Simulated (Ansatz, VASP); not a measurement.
# MgB2: VASP beside Ansatz

```
Mg B
1.0
     0.00000    3.18005    3.18005
     3.18005    0.00000    3.18005
     3.18005    3.18005    0.00000
Mg B
2 4
Direct
  0.00000 0.00000 0.00000
  0.25000 0.25000 0.25000
  0.62500 0.12500 0.62500
  0.62500 0.62500 0.12500
  0.12500 0.62500 0.62500
  0.62500 0.62500 0.62500
```

Change from the starting cell: species swapped into the MgCu2 type (Fd-3m, No. 227).

Alike in both runs: task relaxation of cell and atoms; functional PBE; k mesh 6 × 6 × 6; occupations gaussian, width 0.1 eV; no spin polarisation.

```csv
,VASP,Ansatz
version,VASP 6.6.1,Ansatz 0.2.0
potentials or method,"VASP PAW PBE potentials, release 64 (Mg, B)","scalar-relativistic, plane waves, PAW"
plane-wave cutoff (eV),600,420
valence electrons in the cell,16,32
```

```tsv
	VASP	Ansatz	Ansatz less VASP
gap on the k mesh at the Fermi level, each at its own relaxed structure (eV)	none	none	-
relaxed volume (Å³/atom)	8.90	8.92	+0.020
relaxed cell length with the largest relative difference (Å)	4.227	4.230	+0.0031
energy change over the relaxation (meV/atom)	-127	-124	+2.7
```

A gap of «none» marks a metal or a gap that the smearing closes. The two sets of potentials don't hold the same shells in valence.

Caveats: the volume moved by over 15 % at a fixed basis, so the end points are rough (VASP).
